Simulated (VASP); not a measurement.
# MoS2 in VASP: further runs, part 2 of 2

VASP 6.6.1. Earlier steps stand in the parts before.

### 3 Single point, PBEsol+D4

This run uses another cell than the first one, of 49.66 Å³/atom, 0.586 times its volume.

The input, INCAR:

```
PREC = Accurate ; ENCUT = 520
EDIFF = 1E-6 ; ISMEAR = 0
SIGMA = 0.03 ; LREAL = False
LASPH = True ; NELM = 100
ALGO = Normal ; ISIF = 2
LWAVE = False ; LCHARG = False
LDIPOL = True ; IDIPOL = 3
DIPOL = 0.5 0.5 0.500 ; GGA = PS
IVDW = 13 ; NBANDS = 20
```

The input, KPOINTS:

```
Automatic mesh
0
Gamma
  12 12 1
```

The input, POSCAR:

```
MoS2
1.0
    3.1700000000      0.0000000000      0.0000000000
   -1.5850000000      2.7453005300      0.0000000000
    0.0000000000      0.0000000000     17.1200000000
S Mo
2 1
Direct
    0.6666670000      0.3333330000      0.4088785047
    0.6666670000      0.3333330000      0.5911214953
    0.3333330000      0.6666670000      0.5000000000
```

Potentials or basis: VASP PAW PBE potentials, release 64 (S, Mo_sv).

The run is started by

```
$ cat potpaw_PBE.64/S/POTCAR potpaw_PBE.64/Mo_sv/POTCAR > POTCAR
$ mpirun -np 1 vasp_std > vasp.out
```

OUTCAR:

```text
PREC = Accurate
   ENCUT = 520
   EDIFF = 1E-6
   ISMEAR = 0
   LREAL = False
   LASPH = True
   NELM = 100
   ISIF = 2
   GGA = PS
   IVDW = 13

 ion  position               nearest neighbor table
   1  0.667  0.333  0.409-   3 2.40   3 2.40   3 2.40
   2  0.667  0.333  0.591-   3 2.40   3 2.40   3 2.40
   3  0.333  0.667  0.500-   1 2.40   2 2.40   1 2.40   2 2.40   1 2.40   2 2.40

  LATTYP: Found a hexagonal cell.
 ALAT       =     3.1700000000
 C/A-ratio  =     5.4006309148

  Lattice vectors:

 A1 = (   3.1700000000,   0.0000000000,   0.0000000000)
 A2 = (  -1.5850000000,   2.7453005300,   0.0000000000)
 A3 = (   0.0000000000,   0.0000000000,  17.1200000000)

Analysis of symmetry for initial positions (statically):
=====================================================================
 Subroutine PRICEL returns:
 Original cell was already a primitive cell.

 Routine SETGRP: Setting up the symmetry group for a
 hexagonal supercell.

 Subroutine GETGRP returns: Found 12 space group operations
 (whereof 12 operations were pure point group operations)
 out of a pool of 24 trial point group operations.

The static configuration has the point symmetry D_3h.

Analysis of symmetry for dynamics (positions and initial velocities):
=====================================================================
 Subroutine PRICEL returns:
 Original cell was already a primitive cell.

 Routine SETGRP: Setting up the symmetry group for a
 hexagonal supercell.

 Subroutine GETGRP returns: Found 12 space group operations
 (whereof 12 operations were pure point group operations)
 out of a pool of 24 trial point group operations.

The dynamic configuration has the point symmetry D_3h.

 Subroutine INISYM returns: Found 12 space group operations
 (whereof 12 operations are pure point group operations),
 and found     1 'primitive' translations

----------------------------------------------------------------------------------------

                                     Primitive cell

  volume of cell :     148.9886

  direct lattice vectors                    reciprocal lattice vectors
     3.170000000  0.000000000  0.000000000     0.315457413  0.182129422  0.000000000
    -1.585000000  2.745300530  0.000000000     0.000000000  0.364258845  0.000000000
     0.000000000  0.000000000 17.120000000     0.000000000  0.000000000  0.058411215

  length of vectors
     3.170000000  3.170000000 17.120000000     0.364258845  0.364258845  0.058411215

  position of ions in fractional coordinates (direct lattice)
     0.666667000  0.333333000  0.408878505
     0.666667000  0.333333000  0.591121495
     0.333333000  0.666667000  0.500000000

  ion indices of the primitive-cell ions
   primitive index   ion index
                 1           1
                 2           2
                 3           3

----------------------------------------------------------------------------------------

 KPOINTS: Automatic mesh

Automatic generation of k-mesh.
 Grid dimensions read from file:
 generate k-points for:   12   12    1

 Generating k-lattice:

  Cartesian coordinates                     Fractional coordinates (reciprocal lattice)
     0.026288118  0.015177452  0.000000000     0.083333333  0.000000000  0.000000000
     0.000000000  0.030354904  0.000000000     0.000000000  0.083333333  0.000000000
     0.000000000  0.000000000  0.058411215     0.000000000  0.000000000  1.000000000

  Length of vectors
     0.030354904  0.030354904  0.058411215

  Shift w.r.t. Gamma in fractional coordinates (k-lattice)
     0.000000000  0.000000000  0.000000000

 Subroutine IBZKPT returns following result:
 ===========================================

 Found     19 irreducible k-points:

 Following reciprocal coordinates:
            Coordinates               Weight
  0.000000  0.000000  0.000000      1.000000
  0.083333  0.000000  0.000000      6.000000
  0.166667  0.000000  0.000000      6.000000
  0.250000  0.000000  0.000000      6.000000
  0.333333  0.000000  0.000000      6.000000
  0.416667  0.000000  0.000000      6.000000
[... 11 lines left out ...]
  0.333333  0.250000  0.000000     12.000000
  0.333333  0.333333  0.000000      2.000000
   k-points           NKPTS =     19   k-points in BZ     NKDIM =     19   number of bands    NBANDS=     20
   number of dos      NEDOS =    301   number of ions     NIONS =      3
   total plane-waves  NPLWV =  73728
   dimension x,y,z NGX =    24 NGY =   24 NGZ =  128
   dimension x,y,z NGXF=    48 NGYF=   48 NGZF=  256
   ions per type =               2   1
   NGX,Y,Z   is equivalent  to a cutoff of  12.59, 12.59, 12.43 a.u.
   NGXF,Y,Z  is equivalent  to a cutoff of  25.17, 25.17, 24.86 a.u.
 SYSTEM =  unknown system
   PREC   = accura    normal or accurate (medium, high low for compatibility)
   ISTART =      0    job   : 0-new  1-cont  2-samecut
   ICHARG =      2    charge: 1-file 2-atom 10-const
   ISPIN  =      1    spin polarized calculation?
   LNONCOLLINEAR =      F non collinear calculations
   LSORBIT =      F    spin-orbit coupling
   LASPH  =      T    aspherical Exc in radial PAW
   ENCUT  =  520.0 eV  38.22 Ry    6.18 a.u.   5.89  5.89 31.83*2*pi/ulx,y,z
   NELM   =    100;   NELMIN=  2; NELMDL= -5     # of ELM steps
   EDIFF  = 0.1E-05   stopping-criterion for ELM
   LREAL  =      F    real-space projection
   EDIFFG = 0.1E-04   stopping-criterion for IOM
   NSW    =      0    number of steps for IOM
   IBRION =     -1    ionic relax: 0-MD 1-quasi-New 2-CG
   NFREE  =      0    steps in history (QN), initial steepest desc. (CG)
   ISIF   =      2    stress and relaxation
   ISYM   =      2    0-nonsym 1-usesym 2-fastsym
   POTIM  = 0.5000    time-step for ionic-motion
   TEBEG  =    0.0;   TEEND  =   0.0 temperature during run
   PSTRESS=    0.0 pullay stress
   NELECT =      26.0000    total number of electrons
   NUPDOWN=      -1.0000    fix difference up-down
   EMIN   =  10.00;   EMAX   =-10.00  energy-range for DOS
   EFERMI =   0.00;   METHOD = LEGACY
   ISMEAR =     0;   SIGMA  =   0.03  broadening in eV -4-tet -1-fermi 0-gaus
   EFERMI_NEDOS =   21; number of points for ismear=-14 and -15
   IALGO  =     38    algorithm
   IMIX   =      4    mixing-type and parameters
     AMIX     =   0.40;   BMIX     =  1.00
     AMIX_MAG =   1.60;   BMIX_MAG =  1.00
  volume/ion in A,a.u.               =      49.66       335.14
  Fermi-wavevector in a.u.,A,eV,Ry     =   0.914847  1.728810 11.387320  0.836944
  Thomas-Fermi vector in A             =   2.039520
   LORBIT       =      0    0 simple, 1 ext, 2 COOP (PROOUT), +10 PAW based schemes
   GGA     = PS    functional components
   LHFCALC =     F    Hartree Fock is set to
   AEXX    =    0.0000 exact exchange contribution
   IVDW    =    13    specifies the selected vdW correction
   LEPSILON=     F    determine dielectric tensor
   LRPA    =     F    only Hartree local field effects (RPA)
 non-spin polarized calculation
 Gauss-broadening in eV      SIGMA  =   0.03
  energy-cutoff  :      520.00
  volume of cell :      148.99
 maximum number of plane-waves:      4044
 NGX is ok and might be reduce to    24
   NGX = 11   NGY = 11   NGZ = 63

 number of electron      26.0000001 magnetization

 dipolmoment           0.000000      0.000000     -0.000000 electrons x Angstroem

 Free energy of the ion-electron system (eV)
  ---------------------------------------------------
  ext. energy  EPLUGINS =         0.00000000
  ---------------------------------------------------
  free energy    TOTEN  =       -23.41486283 eV

  energy without entropy =      -23.41486283  energy(sigma->0) =      -23.41486283

 E-fermi :  -1.2587     XC(G=0):  -4.4894

 val. band max:       -1.3958610105   @ k =   0.3333   0.3333   0.0000
 cond. band min:       0.3249730693   @ k =   0.3333   0.3333   0.0000
 fundamental gap:      1.7208340798
 Fermi energy:        -1.2586562879

 k-point     1 :       0.0000    0.0000    0.0000
  band No.  band energies     occupation
      1     -62.1244      2.00000
      2     -36.3121      2.00000
      3     -36.0834      2.00000
      4     -36.0834      2.00000
      5     -15.4965      2.00000
      6     -14.1622      2.00000
[... 426 lines left out ...]
     19       6.2213      0.00000
     20       8.2542      0.00000

------------------------ aborting loop because EDIFF is reached ----------------------------------------

 vacuum level on the upper side and lower side of the slab       (xc-potential included)        -0.122        -0.122

  DFT-D4 for vdW energy calculation

  Edisp (eV):   -0.50109

  FORCE on cell =-STRESS in cart. coord.  units (eV):
  Direction    XX          YY          ZZ          XY          YZ          ZX
  --------------------------------------------------------------------------------------
  -------------------------------------------------------------------------------------
  Total      -1.59918    -1.59918    -0.86513     0.00000     0.00000     0.00000
  in kB     -17.19712   -17.19712    -9.30329     0.00000     0.00000     0.00000
  external pressure =      -14.57 kB  Pullay stress =        0.00 kB

 VOLUME and BASIS-vectors are now :
 -----------------------------------------------------------------------------
  energy-cutoff  :      520.00
  volume of cell :      148.99
      direct lattice vectors                 reciprocal lattice vectors
     3.170000000  0.000000000  0.000000000     0.315457413  0.182129422  0.000000000
    -1.585000000  2.745300530  0.000000000     0.000000000  0.364258845  0.000000000
     0.000000000  0.000000000 17.120000000     0.000000000  0.000000000  0.058411215

 POSITION                                       TOTAL-FORCE (eV/Angst)
 -----------------------------------------------------------------------------------
      1.58500      0.91510      7.00000        -0.000000     -0.000000      0.270217
      1.58500      0.91510     10.12000        -0.000000     -0.000000     -0.270217
     -0.00000      1.83020      8.56000         0.000000      0.000000      0.000000
 -----------------------------------------------------------------------------------
    total drift:                                0.001318     -0.000761      0.000000

  FREE ENERGIE OF THE ION-ELECTRON SYSTEM (eV)
  ---------------------------------------------------
  free  energy   TOTEN  =       -23.9159480570 eV

  energy  without entropy=      -23.9159480570  energy(sigma->0) =      -23.91594806

 vacuum level on the upper side and lower side of the slab         4.489         4.489
```

OSZICAR:

```text
N       E                     dE             d eps       ncg     rms          rms(c)
DAV:   1     0.160077442253E+03    0.16008E+03   -0.13825E+04   976   0.106E+03
DAV:   2    -0.146331702296E+02   -0.17471E+03   -0.17149E+03  1044   0.245E+02
DAV:   3    -0.247593471079E+02   -0.10126E+02   -0.10038E+02   972   0.539E+01
DAV:   4    -0.249220086999E+02   -0.16266E+00   -0.16249E+00  1000   0.734E+00
[... 13 lines left out ...]
DAV:  18    -0.234148393542E+02   -0.47769E-04   -0.20889E-06   756   0.512E-03    0.387E-03
DAV:  19    -0.234148508483E+02   -0.11494E-04   -0.65791E-07   784   0.386E-03    0.140E-03
DAV:  20    -0.234148607710E+02   -0.99227E-05   -0.70167E-07   764   0.234E-03    0.689E-04
DAV:  21    -0.234148626557E+02   -0.18847E-05   -0.10422E-07   708   0.821E-04    0.453E-04
DAV:  22    -0.234148628310E+02   -0.17531E-06   -0.40351E-09   576   0.283E-04
   1 F= -.23915948E+02 E0= -.23915948E+02  d E =-.199379E-12
```

stdout:

```text
POSCAR found type information on POSCAR S Mo
 POSCAR found :  2 types and       3 ions
 scaLAPACK will be used
 -----------------------------------------------------------------------------
|                                                                             |
|                                                                             |
|     You enforced a specific xc type in the INCAR file but a different       |
|     I HOPE YOU KNOW WHAT YOU ARE DOING!                                     |
|                                                                             |
 -----------------------------------------------------------------------------

 LDA part: xc-table for (Slater+PW92), standard interpolation
 POSCAR, INCAR and KPOINTS ok, starting setup
 FFT: planning ... GRIDC
 FFT: planning ... GRID_SOFT
 FFT: planning ... GRID
 WAVECAR not read
 entering main loop
```

Wall time 47 s (1 thread of Intel Xeon Platinum 8375C at 2.90GHz (Ice Lake), shared host); peak memory 0.26 GiB.

Results:

* Free energy: -23.9159 eV
* Largest force: 0.270 eV/Å
* Band gap on the k mesh: 1.72 eV, direct
* Dispersion energy per atom: -0.167 eV

Forces on the atoms (eV/Å):
```
S    0.000  0.000  0.270
S    0.000  0.000 -0.270
Mo   0.000  0.000  0.000
```

Caveat: the PAW data sets were made with another functional, which shifts forces and pressure a little.
